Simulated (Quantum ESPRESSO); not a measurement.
The system is BP.

```xyz
2
Lattice="0.0000 2.2690 2.2690 2.2690 0.0000 2.2690 2.2690 2.2690 0.0000" Properties=species:S:1:pos:R:3 pbc="T T T"
P     3.4035    3.4035    3.4035
B     0.0000    0.0000    0.0000
```

```yaml
Program: Quantum ESPRESSO 7.5
Task: phonons
Functional: PBE
Potentials_or_basis: JTH 2.0 PBE
Cutoff: 707 eV
Density_cutoff: 4245 eV
k_mesh: 4 × 4 × 4, shifted
Occupations: fermi-dirac, width 0.05 eV
Spin: collinear spin, ferromagnetic start
Starting_moments: "[0.5, 0.0] μB"
Mixing_beta: 0.3
Most_SCF_iterations: 120
SCF_threshold: 4e-10 Ry
```

The cell and the atoms were relaxed first, to 11.76 Å³/atom (a = 3.216 Å, b = 3.216 Å, c = 3.216 Å, α = 60.00°, β = 60.00°, γ = 60.00°), and the response was taken there.

The first run showed a gap, so the response started from a second, tighter run with fixed occupations.

At Γ the optical frequencies without the macroscopic field are 800 800 800 cm⁻¹, at a pressure of 0.0 GPa.

**Question.** How do the modes respond when the cell is scaled evenly, at fixed shape?

**Answer.** The highest of these modes has a Grüneisen parameter of 1.01 and moves by +5.0 cm⁻¹ per GPa. None of the listed modes softens on compression. The pressures give a bulk modulus of about 162 GPa.

Frequencies at 99 % and 101 % of the volume (pressures 1.7 and -1.6 GPa), ions relaxed:
```
mode  99 % (cm⁻¹)  101 % (cm⁻¹)  Grüneisen parameter
   4        808.0         791.8                 1.01
   5        808.0         791.8                 1.01
   6        808.0         791.8                 1.01
```

Modes are matched by their order; those that don't vary smoothly over the three volumes are left out.

Caveat: the k mesh is coarse (spacing up to 0.60 Å⁻¹), so the values aren't converged.
